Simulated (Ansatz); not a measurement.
**How stiff is this cell of CdSe?**

Cell: an entry of the Crystallography Open Database (COD), its atoms then relaxed with PBE in this cell.

```
Cd Se
1.0
     4.29900    0.00000    0.00000
    -2.14950    3.72304    0.00000
     0.00000    0.00000    7.01000
Cd Se
2 2
Direct
  0.33333 0.66667 0.00048
  0.66667 0.33333 0.50048
  0.33333 0.66667 0.37631
  0.66667 0.33333 0.87631
```

Sites (sets of like atoms) are named by element and the number of their first atom in this list.

The numbers come from a DFT calculation in Ansatz (PBE, plane waves and PAW, scalar-relativistic, 420 eV cutoff, Γ-centred 12×12×6 k-points, Fermi–Dirac smearing 0.02 eV).

The cell is stretched along z (the third Cartesian axis of the run's cell), x and y held, and the ions relax again each time. Tension counts as positive.

```
strain along z (%)  stress along z (GPa)  stress along x (GPa)  gap on the k-mesh (eV)
                -3                  -5.7                  -4.5                    0.73
                -2                  -4.9                  -3.9                    0.73
                -1                  -4.0                  -3.5                    0.71
                 0                  -3.1                  -3.0                    0.67
                +1                  -2.2                  -2.6                    0.63
                +2                  -1.4                  -2.1                    0.59
                +3                     ?                     ?                       ?
```

Problem. Estimate the row at +3 % from the others.

Solution. stress along z (GPa): -0.6; stress along x (GPa): -1.8; gap on the k-mesh (eV): 0.55. Worked: parabolas through the other 6 rows give -0.6 and -1.8 GPa at +3 %. Their slopes at zero strain are 86 GPa (the stiffness along z) and 45 GPa (the coupling of z to x). They hold at this cell, where the calculated pressure is 3.0 GPa. The gap closes by 41 meV per per cent of stretch between the rows next to zero strain; the parabola gives 0.53 eV for the withheld row.

PBE gaps are too small, by a third to a half in many semiconductors; their changes with strain are better.

All values belong to this cell and structure model.
